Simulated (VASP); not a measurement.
# ZnSe (Stilleite) (F-43m) in VASP: further runs

Runs on ZnSe (Stilleite). Level: LDA. Tasks: relaxation of the atoms.

All numbers are computed with VASP 6.6.1; they aren't measurements. Logs are shortened: lines on timing, memory, paths and dates and some standing lists are left out, and cuts for length are marked.

### Step 1. The undisturbed crystal

Symmetry: F-43m, No. 216, cubic system. Conventional cell: a = 5.668 Å, b = 5.668 Å, c = 5.668 Å, α = 90.00°, β = 90.00°, γ = 90.00°. Zn (site symmetry -43m) has 4 Se at 2.45 Å as nearest neighbours. Around Se (site symmetry -43m) lie 4 Zn at 2.45 Å.

### Step 2. Relaxation of the atoms, LDA (a relaxed cell with its volume scaled by 0.94)

INCAR

```
SYSTEM = ZnSe
ALGO = Normal ; EDIFF = 1E-7
EDIFFG = -0.01 ; ENCUT = 600
IBRION = 2 ; ISIF = 2
ISMEAR = 0 ; LASPH = .True.
LCHARG = .False. ; LREAL = .False.
LWAVE = .False. ; NELM = 80
NSW = 40 ; PREC = Accurate
SIGMA = 0.03
```

KPOINTS

```
k-points
0
Gamma
  8 8 8
  0 0 0
```

POSCAR

```
ZnSe                                    
1.0
    0.0000000000      2.7313549759      2.7313549759
    2.7313549759      0.0000000000      2.7313549759
    2.7313549759      2.7313549759      0.0000000000
  Zn              Se            
     1     1
Direct
     0.0000000000000000    0.0000000000000000    0.0000000000000000
     0.2500000000000000    0.2500000000000000    0.2500000000000000
```

Potentials or basis: VASP PAW LDA potentials, release 64 (Zn, Se).

Started as:

```
$ cat potpaw_LDA.64/Zn/POTCAR potpaw_LDA.64/Se/POTCAR > POTCAR
$ mpirun -np 1 vasp_std > vasp.out
```

OUTCAR:

```text
SYSTEM = ZnSe
   EDIFF = 1E-7
   EDIFFG = -0.01
   ENCUT = 600
   IBRION = 2
   ISIF = 2
   ISMEAR = 0
   LASPH = .True.
   LREAL = .False.
   NELM = 80
   NSW = 40
   PREC = Accurate

 ion  position               nearest neighbor table
   1  0.000  0.000  0.000-   2 2.37   2 2.37   2 2.37   2 2.37
   2  0.250  0.250  0.250-   1 2.37   1 2.37   1 2.37   1 2.37

  LATTYP: Found a face centered cubic cell.
 ALAT       =     5.4627099518

  Lattice vectors:

 A1 = (   0.0000000000,   2.7313549759,   2.7313549759)
 A2 = (   2.7313549759,   0.0000000000,   2.7313549759)
 A3 = (   2.7313549759,   2.7313549759,   0.0000000000)

Analysis of symmetry for initial positions (statically):
=====================================================================
 Subroutine PRICEL returns:
 Original cell was already a primitive cell.

 Routine SETGRP: Setting up the symmetry group for a
 face centered cubic supercell.

 Subroutine GETGRP returns: Found 24 space group operations
 (whereof 24 operations were pure point group operations)
 out of a pool of 48 trial point group operations.

The static configuration has the point symmetry T_d .

Analysis of symmetry for dynamics (positions and initial velocities):
=====================================================================
 Subroutine PRICEL returns:
 Original cell was already a primitive cell.

 Routine SETGRP: Setting up the symmetry group for a
 face centered cubic supercell.

 Subroutine GETGRP returns: Found 24 space group operations
 (whereof 24 operations were pure point group operations)
 out of a pool of 48 trial point group operations.

The dynamic configuration has the point symmetry T_d .

 Subroutine INISYM returns: Found 24 space group operations
 (whereof 24 operations are pure point group operations),
 and found     1 'primitive' translations

----------------------------------------------------------------------------------------

                                     Primitive cell

  volume of cell :      40.7535

  direct lattice vectors                    reciprocal lattice vectors
     0.000000000  2.731354976  2.731354976    -0.183059326  0.183059326  0.183059326
     2.731354976  0.000000000  2.731354976     0.183059326 -0.183059326  0.183059326
     2.731354976  2.731354976  0.000000000     0.183059326  0.183059326 -0.183059326

  length of vectors
     3.862719251  3.862719251  3.862719251     0.317068053  0.317068053  0.317068053

  position of ions in fractional coordinates (direct lattice)
     0.000000000  0.000000000  0.000000000
     0.250000000  0.250000000  0.250000000

  ion indices of the primitive-cell ions
   primitive index   ion index
                 1           1
                 2           2

----------------------------------------------------------------------------------------

 KPOINTS: k-points

Automatic generation of k-mesh.
 Grid dimensions read from file:
 generate k-points for:    8    8    8

 Generating k-lattice:

  Cartesian coordinates                     Fractional coordinates (reciprocal lattice)
    -0.022882416  0.022882416  0.022882416     0.125000000  0.000000000  0.000000000
     0.022882416 -0.022882416  0.022882416     0.000000000  0.125000000  0.000000000
     0.022882416  0.022882416 -0.022882416     0.000000000  0.000000000  0.125000000

  Length of vectors
     0.039633507  0.039633507  0.039633507

  Shift w.r.t. Gamma in fractional coordinates (k-lattice)
     0.000000000  0.000000000  0.000000000

 Subroutine IBZKPT returns following result:
 ===========================================

 Found     29 irreducible k-points:

 Following reciprocal coordinates:
            Coordinates               Weight
  0.000000  0.000000  0.000000      1.000000
  0.125000  0.000000  0.000000      8.000000
  0.250000  0.000000  0.000000      8.000000
  0.375000  0.000000  0.000000      8.000000
  0.500000  0.000000  0.000000      4.000000
  0.125000  0.125000  0.000000      6.000000
[... 16 lines left out ...]
  0.500000  0.250000  0.125000     48.000000
 -0.375000  0.250000  0.125000     24.000000
 [... further k-points ...]
   k-points           NKPTS =     29   k-points in BZ     NKDIM =     29   number of bands    NBANDS=     13
   number of dos      NEDOS =    301   number of ions     NIONS =      2
   total plane-waves  NPLWV =  32768
   dimension x,y,z NGX =    32 NGY =   32 NGZ =   32
   dimension x,y,z NGXF=    64 NGYF=   64 NGZF=   64
   ions per type =               1   1
   NGX,Y,Z   is equivalent  to a cutoff of  13.77, 13.77, 13.77 a.u.
   NGXF,Y,Z  is equivalent  to a cutoff of  27.54, 27.54, 27.54 a.u.
 SYSTEM =  ZnSe
   PREC   = accura    normal or accurate (medium, high low for compatibility)
   ISTART =      0    job   : 0-new  1-cont  2-samecut
   ICHARG =      2    charge: 1-file 2-atom 10-const
   ISPIN  =      1    spin polarized calculation?
   LNONCOLLINEAR =      F non collinear calculations
   LSORBIT =      F    spin-orbit coupling
   LASPH  =      T    aspherical Exc in radial PAW
   ENCUT  =  600.0 eV  44.10 Ry    6.64 a.u.   7.71  7.71  7.71*2*pi/ulx,y,z
   NELM   =     80;   NELMIN=  2; NELMDL= -5     # of ELM steps
   EDIFF  = 0.1E-06   stopping-criterion for ELM
   LREAL  =      F    real-space projection
   EDIFFG = -.1E-01   stopping-criterion for IOM
   NSW    =     40    number of steps for IOM
   IBRION =      2    ionic relax: 0-MD 1-quasi-New 2-CG
   NFREE  =      1    steps in history (QN), initial steepest desc. (CG)
   ISIF   =      2    stress and relaxation
   ISYM   =      2    0-nonsym 1-usesym 2-fastsym
   POTIM  = 0.5000    time-step for ionic-motion
   TEBEG  =    0.0;   TEEND  =   0.0 temperature during run
   PSTRESS=    0.0 pullay stress
   NELECT =      18.0000    total number of electrons
   NUPDOWN=      -1.0000    fix difference up-down
   EMIN   =  10.00;   EMAX   =-10.00  energy-range for DOS
   EFERMI =   0.00;   METHOD = LEGACY
   ISMEAR =     0;   SIGMA  =   0.03  broadening in eV -4-tet -1-fermi 0-gaus
   EFERMI_NEDOS =   21; number of points for ismear=-14 and -15
   IALGO  =     38    algorithm
   IMIX   =      4    mixing-type and parameters
     AMIX     =   0.40;   BMIX     =  1.00
     AMIX_MAG =   1.60;   BMIX_MAG =  1.00
  volume/ion in A,a.u.               =      20.38       137.51
  Fermi-wavevector in a.u.,A,eV,Ry     =   1.246745  2.356006 21.148519  1.554372
  Thomas-Fermi vector in A             =   2.380908
   LORBIT       =      0    0 simple, 1 ext, 2 COOP (PROOUT), +10 PAW based schemes
   GGA     = CA    functional components
   LHFCALC =     F    Hartree Fock is set to
   AEXX    =    0.0000 exact exchange contribution
   IVDW    =     0    specifies the selected vdW correction
   LEPSILON=     F    determine dielectric tensor
   LRPA    =     F    only Hartree local field effects (RPA)
 conjugate gradient relaxation of ions
 non-spin polarized calculation
 Gauss-broadening in eV      SIGMA  =   0.03
  energy-cutoff  :      600.00
  volume of cell :       40.75
 maximum number of plane-waves:      1380
   NGX = 15   NGY = 15   NGZ = 15

 number of electron      18.0000012 magnetization

 Free energy of the ion-electron system (eV)
  ---------------------------------------------------
  ext. energy  EPLUGINS =         0.00000000
  ---------------------------------------------------
  free energy    TOTEN  =        -7.33245995 eV

  energy without entropy =       -7.33245995  energy(sigma->0) =       -7.33245995

 E-fermi :   2.6955     XC(G=0): -10.1979

 val. band max:        2.5448453979   @ k =   0.0000   0.0000   0.0000
 cond. band min:       4.0813756910   @ k =   0.0000   0.0000   0.0000
 fundamental gap:      1.5365302931
 Fermi energy:         2.6954541254

 k-point     1 :       0.0000    0.0000    0.0000
  band No.  band energies     occupation
      1     -11.5181      2.00000
      2      -4.5993      2.00000
      3      -4.5993      2.00000
      4      -4.5993      2.00000
      5      -4.1338      2.00000
      6      -4.1338      2.00000
      7       2.5448      2.00000
      8       2.5448      2.00000
      9       2.5448      2.00000
     10       4.0814      0.00000
     11       8.1960      0.00000
     12       8.1960      0.00000
     13       8.1960      0.00000

 k-point     2 :       0.1250    0.0000    0.0000
  band No.  band energies     occupation
      1     -11.3940      2.00000
      2      -4.5996      2.00000
      3      -4.5794      2.00000
      4      -4.5794      2.00000
      5      -4.1360      2.00000
      6      -4.1360      2.00000
      7       1.0959      2.00000
      8       2.3558      2.00000
      9       2.3558      2.00000
     10       5.0711      0.00000
     11       8.2157      0.00000
     12       8.4920      0.00000
     13       8.4920      0.00000

 k-point     3 :       0.2500    0.0000    0.0000
  band No.  band energies     occupation
      1     -11.0678      2.00000
      2      -4.5577      2.00000
      3      -4.5360      2.00000
      4      -4.5360      2.00000
      5      -4.1345      2.00000
      6      -4.1345      2.00000
      7      -0.8653      2.00000
      8       1.9609      2.00000
      9       1.9609      2.00000
     10       5.4035      0.00000
     11       8.9076      0.00000
     12       8.9076      0.00000
     13       9.2943      0.00000
[... 305 lines left out ...]
 k-point    23 :       0.5000    0.2500    0.1250
  band No.  band energies     occupation
      1     -10.4945      2.00000
      2      -4.4981      2.00000
      3      -4.4475      2.00000
      4      -4.3131      2.00000
      5      -4.1212      2.00000
      6      -4.0628      2.00000
      7      -2.3430      2.00000
      8      -0.1728      2.00000
      9       0.9828      2.00000
     10       6.9869      0.00000
     11       7.9721      0.00000
     12       9.2326      0.00000
     13      10.9419      0.00000

 k-point    24 :      -0.3750    0.2500    0.1250
  band No.  band energies     occupation
      1     -10.3517      2.00000
      2      -4.4830      2.00000
      3      -4.4269      2.00000
      4      -4.1882      2.00000
      5      -4.1269      2.00000
      6      -3.8648      2.00000
      7      -3.0699      2.00000
      8      -0.3093      2.00000
      9       0.7633      2.00000
     10       6.9567      0.00000
     11       7.8456      0.00000
     12      10.1351      0.00000
     13      11.4278      0.00000

 [... further k-points ...]
[... 5 lines left out ...]
  --------------------------------------------------------------------------------------
  -------------------------------------------------------------------------------------
  Total        1.2935734      1.2935734      1.2935734      0.0000000     -0.0000000      0.0000000
  in kB       50.8554162     50.8554162     50.8554162      0.0000000     -0.0000000      0.0000000
  external PRESSURE =      50.8554162 kB  Pullay stress =       0.0000000 kB

 VOLUME and BASIS-vectors are now :
 -----------------------------------------------------------------------------
  energy-cutoff  :      600.00
  volume of cell :       40.75
      direct lattice vectors                 reciprocal lattice vectors
     0.000000000  2.731354976  2.731354976    -0.183059326  0.183059326  0.183059326
     2.731354976  0.000000000  2.731354976     0.183059326 -0.183059326  0.183059326
     2.731354976  2.731354976  0.000000000     0.183059326  0.183059326 -0.183059326

 POSITION                                       TOTAL-FORCE (eV/Angst)
 -----------------------------------------------------------------------------------
      0.00000      0.00000      0.00000         0.000000      0.000000      0.000000
      1.36568      1.36568      1.36568        -0.000000     -0.000000     -0.000000
 -----------------------------------------------------------------------------------
    total drift:                                0.000001      0.000001      0.000000

  FREE ENERGIE OF THE ION-ELECTRON SYSTEM (eV)
  ---------------------------------------------------
  free  energy   TOTEN  =        -7.3324599500 eV

  energy  without entropy=       -7.3324599500  energy(sigma->0) =       -7.33245995

 reached required accuracy - stopping structural energy minimisation
```

It took 9.2 s on 1 thread of Intel Xeon Platinum 8559C (Emerald Rapids), shared host; peak memory 0.16 GiB.

What came out:

- Free energy: -7.3325 eV
- Pressure after relaxing: 5.1 GPa
- Band gap on the k mesh: 1.54 eV, direct

Final structure:
```
CELL_PARAMETERS angstrom
0.00000 2.73135 2.73135
2.73135 0.00000 2.73135
2.73135 2.73135 0.00000
ATOMIC_POSITIONS crystal
Zn 0.00000 0.00000 0.00000
Se 0.25000 0.25000 0.25000
```

Caveat: the relaxation stopped at its first step, so nothing moved.

### Step 3. Relaxation of the atoms, LDA (a relaxed cell with its volume scaled by 0.96)

INCAR is that of step 2.

KPOINTS is that of step 2.

POSCAR

```
ZnSe                                    
1.0
    0.0000000000      2.7505905039      2.7505905039
    2.7505905039      0.0000000000      2.7505905039
    2.7505905039      2.7505905039      0.0000000000
  Zn              Se            
     1     1
Direct
     0.0000000000000000    0.0000000000000000    0.0000000000000000
     0.2500000000000000    0.2500000000000000    0.2500000000000000
```

Potentials or basis: VASP PAW LDA potentials, release 64 (Zn, Se).

Started as:

```
$ cat potpaw_LDA.64/Zn/POTCAR potpaw_LDA.64/Se/POTCAR > POTCAR
$ mpirun -np 1 vasp_std > vasp.out
```

It took 9.9 s on 1 thread of Intel Xeon Platinum 8559C (Emerald Rapids), shared host; peak memory 0.16 GiB.

It converged, with:

* Free energy: -7.3550 eV
* Pressure after relaxing: 3.2 GPa
* Band gap on the k mesh: 1.44 eV, direct

Final structure:
```
CELL_PARAMETERS angstrom
0.00000 2.75059 2.75059
2.75059 0.00000 2.75059
2.75059 2.75059 0.00000
ATOMIC_POSITIONS crystal
Zn 0.00000 0.00000 0.00000
Se 0.25000 0.25000 0.25000
```

Levels at points of the mesh, in eV from the valence-band top:
```csv
k point,band 5,band 6,band 7,band 8,band 9,band 10,band 11,band 12,band 13
"(0.00, 0.00, 0.00)",-6.60,-6.60,0.00,0.00,0.00,1.44,5.66,5.66,5.66
"(0.50, 0.00, 0.00)",-6.58,-6.41,-5.89,-1.01,-1.01,2.53,6.26,6.26,8.56
"(0.50, 0.50, 0.00)",-6.54,-6.39,-5.23,-2.54,-2.54,2.60,3.30,11.22,11.72
```

Caveat: the relaxation stopped at its first step, so nothing moved.

(Continued in part 2 of 2.)
